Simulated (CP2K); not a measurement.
## CuAu under changes of volume

One of the cells (14.556 Å³/atom); the others are scaled copies at fixed shape and fractional positions:

```xyz
2
Lattice="2.8107 0.0000 0.0000 0.0000 2.8107 0.0000 0.0000 0.0000 3.6850" Properties=species:S:1:pos:R:3 pbc="T T T"
Au    0.0000    0.0000    0.0000
Cu    1.4054    1.4054    1.8425
```

* Program: CP2K 2026.2
* Functional: PBE
* Potentials or basis: POTENTIAL_UZH Au GTH-PBE-q11, Cu GTH-PBE-q11; TZVP-MOLOPT-PBE-GTH basis
* Density cutoff: 6803 eV
* k mesh: 9 × 9 × 7
* Occupations: fermi-dirac, width 0.05 eV
* Spin: no spin polarisation

```csv
volume (Å³/atom),energy over the lowest point (meV/atom),pressure (GPa)
13.683,98.19,21.8
13.974,63.34,16.7
14.265,37.11,12.3
14.556,?,?
14.847,6.62,4.9
15.139,0.69,1.8
15.430,0.00,-0.9
```

Problem. What does the run at 14.556 Å³/atom give?

Solution. Energy over the lowest point 18.49 meV/atom; pressure 8.3 GPa.

Worked out: A Birch-Murnaghan fit of order 3 (a polynomial in V^(-2/3)) to the other rows has its minimum at 15.32 Å³/atom with B0 = V·E''(V) = 140 GPa and B' = 5.6 at fixed shape and positions, which overstates the stiffness. It gives 18.51 meV/atom at 14.556 Å³/atom, against the run's 18.49, and -dE/dV = 8.3 GPa, against 8.3.

Energies are extrapolated to zero smearing.

Caveats: with these potentials and basis sets, volumes of gold and of layered tellurides can stand 1.5 % and more from those of plane-wave programs; the basis of atomic orbitals isn't converged, which shifts pressures, moduli and gaps.
